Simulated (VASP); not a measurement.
# PtSe2 (P-3m1) in VASP: a series of runs

Runs on PtSe2. Level: PBE+D3(BJ). Tasks: relaxation of cell and atoms.

Program: VASP 6.6.1. These are calculated values, not measurements. Logs are shortened: lines on timing, memory, paths and dates and some standing lists are left out, and cuts for length are marked.

## (1) The structure

Symmetry: P-3m1, No. 164, trigonal system. Conventional cell: a = 3.724 Å, b = 3.724 Å, c = 5.062 Å, α = 90.00°, β = 90.00°, γ = 120.00°. Pt (site symmetry -3m) is surrounded by 6 Se at 2.49 Å. Se (site symmetry 3m) has 3 Pt at 2.49 Å as nearest neighbours.

## (2) Relaxation of cell and atoms, PBE+D3(BJ)

INCAR reads:

```
SYSTEM = PtSe2
PREC = Accurate ; ENCUT = 250
EDIFF = 1E-7 ; ISMEAR = 0
SIGMA = 0.02 ; LREAL = .FALSE.
LASPH = .TRUE. ; NELM = 80
ALGO = Fast ; ISIF = 3
LWAVE = .FALSE. ; LCHARG = .FALSE.
GGA = PE ; IVDW = 12
IBRION = 2 ; NSW = 80
EDIFFG = -0.002
```

KPOINTS reads:

```
regular mesh
0
G
  9 9 6
  0 0 0
```

POSCAR reads:

```
PtSe2
1.0
    3.7240000000      0.0000000000      0.0000000000
   -1.8620000000      3.2250786000      0.0000000000
    0.0000000000      0.0000000000      5.0620000000
Pt Se
1 2
Direct
    0.0000000000      0.0000000000      0.0000000000
    0.3333333300      0.6666666700      0.2500000000
    0.6666666700      0.3333333300      0.7500000000
```

Potentials or basis: VASP PAW PBE potentials, release 64 (Pt, Se).

Launch:

```bash
$ cat potpaw_PBE.64/Pt/POTCAR potpaw_PBE.64/Se/POTCAR > POTCAR
$ mpirun -np 1 vasp_std > vasp.out
```

OUTCAR:

```text
SYSTEM = PtSe2
   PREC = Accurate
   ENCUT = 250
   EDIFF = 1E-7
   ISMEAR = 0
   LREAL = .FALSE.
   LASPH = .TRUE.
   NELM = 80
   ISIF = 3
   GGA = PE
   IVDW = 12
   IBRION = 2
   NSW = 80
   EDIFFG = -0.002
 IVDW          = 12

 ion  position               nearest neighbor table
   1  0.000  0.000  0.000-   2 2.49   3 2.49   2 2.49   3 2.49   3 2.49   2 2.49
   2  0.333  0.667  0.250-   1 2.49   1 2.49   1 2.49
   3  0.667  0.333  0.750-   1 2.49   1 2.49   1 2.49

  LATTYP: Found a hexagonal cell.
 ALAT       =     3.7240000000
 C/A-ratio  =     1.3592910849

  Lattice vectors:

 A1 = (   3.7240000000,   0.0000000000,   0.0000000000)
 A2 = (  -1.8620000000,   3.2250786000,   0.0000000000)
 A3 = (   0.0000000000,   0.0000000000,   5.0620000000)

Analysis of symmetry for initial positions (statically):
=====================================================================
 Subroutine PRICEL returns:
 Original cell was already a primitive cell.

 Routine SETGRP: Setting up the symmetry group for a
 hexagonal supercell.

 Subroutine GETGRP returns: Found 12 space group operations
 (whereof 12 operations were pure point group operations)
 out of a pool of 24 trial point group operations.

The static configuration has the point symmetry D_3d.

Analysis of symmetry for dynamics (positions and initial velocities):
=====================================================================
 Subroutine PRICEL returns:
 Original cell was already a primitive cell.

 Routine SETGRP: Setting up the symmetry group for a
 hexagonal supercell.

 Subroutine GETGRP returns: Found 12 space group operations
 (whereof 12 operations were pure point group operations)
 out of a pool of 24 trial point group operations.

The dynamic configuration has the point symmetry D_3d.

 Subroutine INISYM returns: Found 12 space group operations
 (whereof 12 operations are pure point group operations),
 and found     1 'primitive' translations

----------------------------------------------------------------------------------------

                                     Primitive cell

  volume of cell :      60.7956

  direct lattice vectors                    reciprocal lattice vectors
     3.724000000  0.000000000  0.000000000     0.268528464  0.155034981  0.000000000
    -1.862000000  3.225078600  0.000000000     0.000000000  0.310069962  0.000000000
     0.000000000  0.000000000  5.062000000     0.000000000  0.000000000  0.197550375

  length of vectors
     3.724000000  3.723999997  5.062000000     0.310069962  0.310069962  0.197550375

  position of ions in fractional coordinates (direct lattice)
     0.000000000  0.000000000  0.000000000
     0.333333330  0.666666670  0.250000000
     0.666666670  0.333333330  0.750000000

  ion indices of the primitive-cell ions
   primitive index   ion index
                 1           1
                 2           2
                 3           3

----------------------------------------------------------------------------------------

 KPOINTS: regular mesh

Automatic generation of k-mesh.
 Grid dimensions read from file:
 generate k-points for:    9    9    6

 Generating k-lattice:

  Cartesian coordinates                     Fractional coordinates (reciprocal lattice)
     0.029836496  0.017226109  0.000000000     0.111111111  0.000000000  0.000000000
     0.000000000  0.034452218  0.000000000     0.000000000  0.111111111  0.000000000
     0.000000000  0.000000000  0.032925063     0.000000000  0.000000000  0.166666667

  Length of vectors
     0.034452218  0.034452218  0.032925063

  Shift w.r.t. Gamma in fractional coordinates (k-lattice)
     0.000000000  0.000000000  0.000000000

 Subroutine IBZKPT returns following result:
 ===========================================

 Found     62 irreducible k-points:

 Following reciprocal coordinates:
            Coordinates               Weight
  0.000000  0.000000  0.000000      1.000000
  0.111111  0.000000  0.000000      6.000000
  0.222222  0.000000  0.000000      6.000000
  0.333333 -0.000000  0.000000      6.000000
  0.444444  0.000000  0.000000      6.000000
  0.111111  0.111111  0.000000      6.000000
[... 16 lines left out ...]
  0.222222  0.111111  0.166667     12.000000
 -0.111111  0.333333  0.166667     12.000000
 [... further k-points ...]
   k-points           NKPTS =     62   k-points in BZ     NKDIM =     62   number of bands    NBANDS=     15
   number of dos      NEDOS =    301   number of ions     NIONS =      3
   total plane-waves  NPLWV =  11200
   dimension x,y,z NGX =    20 NGY =   20 NGZ =   28
   dimension x,y,z NGXF=    40 NGYF=   40 NGZF=   56
   ions per type =               1   2
   NGX,Y,Z   is equivalent  to a cutoff of   8.93,  8.93,  9.20 a.u.
   NGXF,Y,Z  is equivalent  to a cutoff of  17.86, 17.86, 18.39 a.u.
 SYSTEM =  PtSe2
   PREC   = accura    normal or accurate (medium, high low for compatibility)
   ISTART =      0    job   : 0-new  1-cont  2-samecut
   ICHARG =      2    charge: 1-file 2-atom 10-const
   ISPIN  =      1    spin polarized calculation?
   LNONCOLLINEAR =      F non collinear calculations
   LSORBIT =      F    spin-orbit coupling
   LASPH  =      T    aspherical Exc in radial PAW
   ENCUT  =  250.0 eV  18.37 Ry    4.29 a.u.   4.80  4.80  6.53*2*pi/ulx,y,z
   NELM   =     80;   NELMIN=  2; NELMDL= -5     # of ELM steps
   EDIFF  = 0.1E-06   stopping-criterion for ELM
   LREAL  =      F    real-space projection
   EDIFFG = -.2E-02   stopping-criterion for IOM
   NSW    =     80    number of steps for IOM
   IBRION =      2    ionic relax: 0-MD 1-quasi-New 2-CG
   NFREE  =      1    steps in history (QN), initial steepest desc. (CG)
   ISIF   =      3    stress and relaxation
   ISYM   =      2    0-nonsym 1-usesym 2-fastsym
   POTIM  = 0.5000    time-step for ionic-motion
   TEBEG  =    0.0;   TEEND  =   0.0 temperature during run
   PSTRESS=    0.0 pullay stress
   NELECT =      22.0000    total number of electrons
   NUPDOWN=      -1.0000    fix difference up-down
   EMIN   =  10.00;   EMAX   =-10.00  energy-range for DOS
   EFERMI =   0.00;   METHOD = LEGACY
   ISMEAR =     0;   SIGMA  =   0.02  broadening in eV -4-tet -1-fermi 0-gaus
   EFERMI_NEDOS =   21; number of points for ismear=-14 and -15
   IALGO  =     68    algorithm
   IMIX   =      4    mixing-type and parameters
     AMIX     =   0.40;   BMIX     =  1.00
     AMIX_MAG =   1.60;   BMIX_MAG =  1.00
  volume/ion in A,a.u.               =      20.27       136.76
  Fermi-wavevector in a.u.,A,eV,Ry     =   1.166608  2.204570 18.517184  1.360975
  Thomas-Fermi vector in A             =   2.303119
   LORBIT       =      0    0 simple, 1 ext, 2 COOP (PROOUT), +10 PAW based schemes
   GGA     = PE    functional components
   LHFCALC =     F    Hartree Fock is set to
   AEXX    =    0.0000 exact exchange contribution
   IVDW    =    12    specifies the selected vdW correction
   LEPSILON=     F    determine dielectric tensor
   LRPA    =     F    only Hartree local field effects (RPA)
 conjugate gradient relaxation of ions
 non-spin polarized calculation
 RMM-DIIS sequential band-by-band and
 Gauss-broadening in eV      SIGMA  =   0.02
  energy-cutoff  :      250.00
  volume of cell :       60.80
 maximum number of plane-waves:       556
   NGX =  9   NGY =  9   NGZ = 13

--------------------------------------- Ionic step        1  -------------------------------------------

 number of electron      22.0000008 magnetization

 Free energy of the ion-electron system (eV)
  ---------------------------------------------------
  ext. energy  EPLUGINS =         0.00000000
  ---------------------------------------------------
  free energy    TOTEN  =       -14.19290471 eV

  energy without entropy =      -14.19274287  energy(sigma->0) =      -14.19282379

------------------------ aborting loop because EDIFF is reached ----------------------------------------

 Edisp (eV)   -1.43094

 E8    (eV) :    -0.6140

  FORCE on cell =-STRESS in cart. coord.  units (eV):
  Direction    XX          YY          ZZ          XY          YZ          ZX
  --------------------------------------------------------------------------------------
  -------------------------------------------------------------------------------------
  Total       1.46423     1.46423     0.69391     0.00000     0.00000     0.00000
  in kB      38.58770    38.58770    18.28695     0.00000     0.00000     0.00000
  external pressure =       31.82 kB  Pullay stress =        0.00 kB
[... 100 lines left out ...]
  FREE ENERGIE OF THE ION-ELECTRON SYSTEM (eV)
  ---------------------------------------------------
  free  energy   TOTEN  =       -15.6452843156 eV

  energy  without entropy=      -15.6451448422  energy(sigma->0) =      -15.64521458

[... ionic steps 4 to 17 ...]

--------------------------------------- Ionic step       18  -------------------------------------------

 number of electron      22.0000002 magnetization

------------------------ aborting loop because EDIFF is reached ----------------------------------------

 Edisp (eV)   -1.47536

 E8    (eV) :    -0.6339
[... 71 lines left out ...]
  energy  without entropy=      -15.6735008712  energy(sigma->0) =      -15.67365210

--------------------------------------- Ionic step       20  -------------------------------------------

 number of electron      22.0000001 magnetization

 Free energy of the ion-electron system (eV)
  ---------------------------------------------------
  ext. energy  EPLUGINS =         0.00000000
  ---------------------------------------------------
  free energy    TOTEN  =       -14.19880856 eV

  energy without entropy =      -14.19850557  energy(sigma->0) =      -14.19865707

 E-fermi :   6.7763     XC(G=0): -10.8410

 val. band max:        6.7266541652   @ k =   0.3333   0.3333   0.0000
 cond. band min:       6.7805531620   @ k =  -0.1111   0.4444   0.1667
 fundamental gap:      0.0538989968
 Fermi energy:         6.7763163565

 k-point     1 :       0.0000    0.0000    0.0000
  band No.  band energies     occupation
      1      -8.9328      2.00000
      2      -5.8241      2.00000
      3      -0.3898      2.00000
      4       0.5265      2.00000
      5       0.5265      2.00000
      6       2.9587      2.00000
      7       2.9587      2.00000
      8       4.2665      2.00000
      9       5.7570      2.00000
     10       5.7570      2.00000
     11       7.5448      0.00000
     12       7.8218      0.00000
     13       7.8218      0.00000
     14      10.1181      0.00000
     15      10.8838      0.00000
[... 397 lines left out ...]
 k-point    24 :      -0.1111    0.3333    0.1667
  band No.  band energies     occupation
      1      -7.9973      2.00000
      2      -6.3694      2.00000
      3       0.1521      2.00000
      4       0.8249      2.00000
      5       1.1366      2.00000
      6       1.8164      2.00000
      7       2.5573      2.00000
      8       3.4035      2.00000
      9       4.4120      2.00000
     10       4.8235      2.00000
     11       6.2984      2.00000
     12       7.1047      0.00000
     13       8.1521      0.00000
     14      11.4048      0.00000
     15      12.9689      0.00000

 [... further k-points ...]

------------------------ aborting loop because EDIFF is reached ----------------------------------------

 Edisp (eV)   -1.47500

 E8    (eV) :    -0.6337

  FORCE on cell =-STRESS in cart. coord.  units (eV):
  Direction    XX          YY          ZZ          XY          YZ          ZX
  --------------------------------------------------------------------------------------
  -------------------------------------------------------------------------------------
  Total       0.00357     0.00357     0.00222     0.00000     0.00000     0.00000
  in kB       0.09648     0.09648     0.06015     0.00000     0.00000     0.00000
  external pressure =        0.08 kB  Pullay stress =        0.00 kB
[... 18 lines left out ...]
  FREE ENERGIE OF THE ION-ELECTRON SYSTEM (eV)
  ---------------------------------------------------
  free  energy   TOTEN  =       -15.6738039905 eV

  energy  without entropy=      -15.6735009996  energy(sigma->0) =      -15.67365250

 reached required accuracy - stopping structural energy minimisation
```

Run time: 1.9 min. Hardware: 1 thread of Intel Xeon 6975P-C (Granite Rapids), shared host; peak memory 0.15 GiB.

The run converged, but some of its settings lie outside the range that counts as converged, so its numbers aren't taken as properties of the crystal.

Results:

```
Free energy                            : -15.6738 eV
Relaxed volume                         : 19.74 Å³/atom
Relaxed cell                           : a = 3.765 Å, b = 3.765 Å, c = 4.824 Å, α = 90.00°, β = 90.00°, γ = 120.00°
Space group after relaxing (to 0.05 Å) : P-3m1 (No. 164)
Energy gained by relaxing              : 16.7 meV/atom
Ionic steps                            : 20
Band gap on the k mesh                 : none (metal or under the smearing width)
Dispersion energy per atom             : -0.492 eV
```

Caveat: the cutoff is under 1.25 times the usual one of these potentials, so pressure, stress and relaxed cells hold a basis-set (Pulay) error; pairwise dispersion overbinds metals, which lowers pressure and volume.

## (3) Relaxation of cell and atoms, PBE+D3(BJ)

This run uses another cell than the first one, of 19.74 Å³/atom, 0.974 times its volume.

INCAR is that of step 2.

KPOINTS is that of step 2.

POSCAR reads:

```
PtSe2                                   
1.0
    3.7648705512      0.0000000000     -0.0000000000
   -1.8824352756      3.2604735355      0.0000000000
   -0.0000000000      0.0000000000      4.8240493170
  Pt              Se            
     1     2
Direct
     0.0000000000000000    0.0000000000000000    0.0000000000000000
     0.3333333300000021    0.6666666699999979    0.2662033608080380
     0.6666666699999979    0.3333333300000021    0.7337966391919620
```

Potentials or basis: VASP PAW PBE potentials, release 64 (Pt, Se).

Launch:

```bash
$ cat potpaw_PBE.64/Pt/POTCAR potpaw_PBE.64/Se/POTCAR > POTCAR
$ mpirun -np 1 vasp_std > vasp.out
```

Run time: 42 s. Hardware: 1 thread of Intel Xeon 6975P-C (Granite Rapids), shared host; peak memory 0.15 GiB.

These settings aren't checked as converged: the numbers below hold their error.

What came out:

| Property | Result |
| --- | --- |
| Free energy | -15.6728 eV |
| Relaxed volume | 19.70 Å³/atom |
| Relaxed cell | a = 3.768 Å, b = 3.768 Å, c = 4.807 Å, α = 90.00°, β = 90.00°, γ = 120.00° |
| Space group after relaxing (to 0.05 Å) | P-3m1 (No. 164) |
| Energy gained by relaxing | 0.0 meV/atom |
| Ionic steps | 8 |
| Band gap on the k mesh | none (metal or under the smearing width) |
| Dispersion energy per atom | -0.493 eV |

Caveat: the cutoff is under 1.25 times the usual one of these potentials, so pressure, stress and relaxed cells hold a basis-set (Pulay) error; pairwise dispersion overbinds metals, which lowers pressure and volume.
